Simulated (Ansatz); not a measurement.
Runs of Ansatz 0.2.0 on P. It takes space group Cmce (No. 64, orthorhombic). The conventional cell has a = 3.295 Å, b = 10.930 Å, c = 4.544 Å, α = 90.00°, β = 90.00°, γ = 90.00°. Around P (site symmetry m) lie 3 P at 2.20 to 2.25 Å. 

```csv
task,level,cutoff (eV),atoms under strain,points for each segment of the path,gap on the mesh (eV),pressure (GPa),V0 of scaled cells (Å³/atom),B0 (GPa),largest force (eV/Å)
equation of state,PBE,420,-,-,-,-,21.02,69,-
elastic constants,PBEsol,420,clamped,-,0.01,-0.6,-,-,0.30
band structure,PBE,420,-,14,(a),2.0,-,-,0.34
phonons,PBEsol,420,-,-,0.01,-,-,-,-
equation of state,r2SCAN,500,-,-,-,-,(b),77,-
density of states,PBEsol,420,-,-,0.01,-0.6,-,-,0.30
```

Alike in all rows: potentials or basis Ansatz PAW; no spin polarisation; cell as given; k mesh 8 × 8 × 6; smearing fermi-dirac 0.05 eV.

Q: Fill in the values left out.

A: (a) 0.10; (b) 20.63.

Caveats: the PAW data sets come from PBE, with cores solved anew for the run's functional, which leaves a small shift of forces and pressure (some runs); the cell was scaled at fixed shape and fractional positions, which overstates the stiffness of a crystal with free parameters, most of all of layers and chains (some runs); the PAW data sets were made with another functional, which shifts forces and pressure a little (some runs).

A k mesh can miss the band edges.
